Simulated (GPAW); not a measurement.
Runs of GPAW 26.7.0 on GaP. The structure is cubic, space group F-43m (No. 216). The conventional cell has a = 5.451 Å, b = 5.451 Å, c = 5.451 Å, α = 90.00°, β = 90.00°, γ = 90.00°. Ga (site symmetry -43m) has 4 P at 2.36 Å as nearest neighbours. P (site symmetry -43m) has 4 Ga at 2.36 Å as nearest neighbours. 

| task | level | potentials or basis | spin | cell | k mesh | cutoff (eV) | maxiter | optimizer | fmax | max steps | convergence | mesh quality | gap on the mesh (eV) | pressure (GPa) | relaxed volume (Å³/atom) |
| --- | --- | --- | --- | --- | --- | --- | --- | --- | --- | --- | --- | --- | --- | --- | --- |
| relaxation of cell and atoms | RPBE+D3(BJ) | the program's PAW data sets (release 1.2.1) made for this functional, pw | off | relaxed | 8 × 8 × 8 | 600 | 150 | BFGS | 0.02 eV/Å | 40 | density=1e-05 forces=0.0001 | not flagged | 1.64 | 0.0 | 19.18 |
| single point | B3LYP | GPAW PAW data sets (gpaw-data 1.2.1), pw | off | as given | 4 × 4 × 4 | 450 | 60 | - | - | - | - | coarse | (b) | - | - |
| relaxation of cell and atoms | RPBE | the program's PAW data sets (release 1.2.1) made for this functional, pw | off | relaxed | 8 × 8 × 8 | 600 | 150 | FIRE | 0.02 eV/Å | 40 | density=1e-05 forces=0.0001 | not flagged | 1.40 | 0.1 | 21.81 |
| band structure | RPBE | the program's PAW data sets (release 1.2.1) made for this functional, pw | off | as given | 8 × 8 × 8 | 600 | 150 | - | - | - | - | not flagged | 1.76 | 6.7 | - |
| relaxation of cell and atoms | RPBE+D4 | the program's PAW data sets (release 1.2.1) made for this functional, pw | off | relaxed | 8 × 8 × 8 | 600 | 150 | FIRE | 0.05 eV/Å | 40 | density=1e-05 forces=0.0001 | not flagged | 1.76 | -0.3 | - |
| band structure | r2SCAN | GPAW PAW data sets (gpaw-data 1.2.1), pw | SOC, no magnetisation | as given | 6 × 6 × 6 | 600 | 150 | - | - | - | - | not flagged | 1.91 | 1.5 | - |
| relaxation of cell and atoms | BLYP+D3(BJ) | PAW data sets generated in the run's folder for this functional, pw | off | relaxed | 8 × 8 × 8 | 600 | 150 | BFGS | 0.01 eV/Å | 60 | density=1e-05 forces=0.0001 | not flagged | (a) | 0.0 | 20.64 |
| relaxation of cell and atoms | revPBE+D4 | the program's PAW data sets (release 1.2.1) made for this functional, pw | off | relaxed | 8 × 8 × 8 | 600 | 150 | BFGS | 0.02 eV/Å | 100 | density=1e-05 forces=0.0001 | not flagged | 1.73 | -0.1 | - |
| relaxation of cell and atoms | LDA | the program's PAW data sets (release 1.2.1) made for this functional, pw | off | relaxed | 8 × 8 × 8 | 600 | 150 | BFGS | 0.05 eV/Å | 40 | density=1e-05 forces=0.0001 | not flagged | 1.50 | 0.0 | 20.07 |
| relaxation of cell and atoms | revPBE+D3(BJ) | the program's PAW data sets (release 1.2.1) made for this functional, pw | off | relaxed to -2 GPa | 8 × 8 × 8 | 600 | 150 | LBFGS | 0.05 eV/Å | 100 | density=1e-05 forces=0.0001 | not flagged | 1.70 | -1.9 | - |
| relaxation of cell and atoms | revPBE | the program's PAW data sets (release 1.2.1) made for this functional, pw | off | relaxed | 8 × 8 × 8 | 600 | 150 | BFGS | 0.01 eV/Å | 40 | density=1e-05 forces=0.0001 | not flagged | 1.41 | 0.0 | 21.69 |

Alike in all rows: smearing fermi-dirac 0.05 eV.

**Question.** Fill in the values left out.

**Answer.** (a) 1.62; (b) 2.92.

Caveats: some runs use coarse meshes; the data sets keep Ga 3d, Li 1s and Be 1s frozen, and some such compounds lay over 1.5 % in volume off other programs (some runs); later steps reuse the first step's grids (some runs); the PAW data sets were made with another functional, which shifts forces and pressure a little (some runs); the relaxation stopped at its first step, so nothing moved (some runs); exact exchange converges slowly with the k mesh, and this mesh is small (some runs); spin-orbit coupling was added after a scalar SCF, so levels and gaps hold it while energy, forces, pressure and moments don't (some runs); this program's spin-orbit splittings come out too wide for heavy elements (some runs).

A k mesh can miss the band edges, and rows without SOC leave out spin-orbit coupling on Ga.

Runs at the PBE level aren't shown here.
